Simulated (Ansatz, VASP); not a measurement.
One calculation of GaN, two programs

```
CELL_PARAMETERS angstrom
3.08878 0.00000 0.00000
-1.54439 2.67496 0.00000
0.00000 0.00000 5.18880
ATOMIC_POSITIONS crystal
Ga 0.33333 0.66667 0.00198
Ga 0.66667 0.33333 0.50198
N 0.33333 0.66667 0.37302
N 0.66667 0.33333 0.87302
```

Change from the starting cell: in-plane strain -0.02, out-of-plane length and atoms relaxed by PAW.

Alike in both runs: functional LDA; k mesh 8 × 8 × 4; no spin polarisation.

Ansatz relaxed the structure, and its values are those at the end. VASP's run is a single point on that final structure, the one shown.

|  | VASP | Ansatz |
| --- | --- | --- |
| version | VASP 6.6.1 | Ansatz 0.2.0 |
| potentials or method | VASP PAW LDA potentials, release 64 (Ga_d, N) | PAW with Ansatz's default frozen-core files, scalar-relativistic |
| plane-wave cutoff (eV) | 520 | 420 |
| occupations | gaussian, width 0.01 eV | fixed |
| valence electrons in the cell | 36 | 36 |

```tsv
	VASP	Ansatz	Ansatz less VASP
pressure (GPa)	7.8	6.6	-1.26
rms of the force components (eV/Å)	0.007	0.001	-0.0057
```
